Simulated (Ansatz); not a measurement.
# AgBr: the cost of one run

Computed with Ansatz 0.2.0 (DFT PBEsol, scalar-relativistic, plane waves, PAW, unless a step's input says otherwise).

3 further runs of the same task are left out: 2 that didn't finish, 1 set aside as unsound or not needed.

## 1. The system as given

Symmetry: Fm-3m, No. 225, cubic system. The conventional cell has a = 5.772 Å, b = 5.772 Å, c = 5.772 Å, α = 90.00°, β = 90.00°, γ = 90.00°. Around Ag (site symmetry m-3m) lie 6 Br at 2.89 Å. Br (site symmetry m-3m) has 6 Ag at 2.89 Å as nearest neighbours.

Coordinates:

```
CELL_PARAMETERS angstrom
0.00000 2.88605 2.88605
2.88605 0.00000 2.88605
2.88605 2.88605 0.00000
ATOMIC_POSITIONS crystal
Ag 0.50000 0.50000 0.50000
Br 0.00000 0.00000 0.00000
```

The structure comes from the Crystallography Open Database.

(A quick probe on a coarse mesh, which set the mesh and smearing, is not shown.)

## 3. Full relaxation

The input, input.yaml:

```yaml
crystal:
  lattice:
    - [0.0, 2.88605, 2.88605]
    - [2.88605, 0.0, 2.88605]
    - [2.88605, 2.88605, 0.0]
  atoms:
    - { symbol: Ag, position: [0.5, 0.5, 0.5] }
    - { symbol: Br, position: [0.0, 0.0, 0.0] }
basis:
  ecutwfc: 420
kpoints:
  mp_grid: { grid: [10, 10, 10] }
hamiltonian:
  xc: pbesol
scf:
  occupations: { method: gaussian, width: 0.02 }
output:
  forces: true
  stress: true
  eigenvalues: true
  write_density: true
  write_potential: true
  elf: true
  volumetric_format: npy
relax:
  adjacent_minimum: "off"
  f_tol: 0.005
  max_steps: 80
  cell: { stress_tol: 0.05 }
```

Launch:

```
$ ansatz run input.yaml --threads 2 --pin off --max-ram 6144MiB --backend cpu --events-out ev --progress --plain --runs-dir out
```

**Question.** How long does this run take on 2 threads of an Arm CPU, shared host, and how much memory does it need?

About 6.4 s, with a peak of 0.34 GiB.
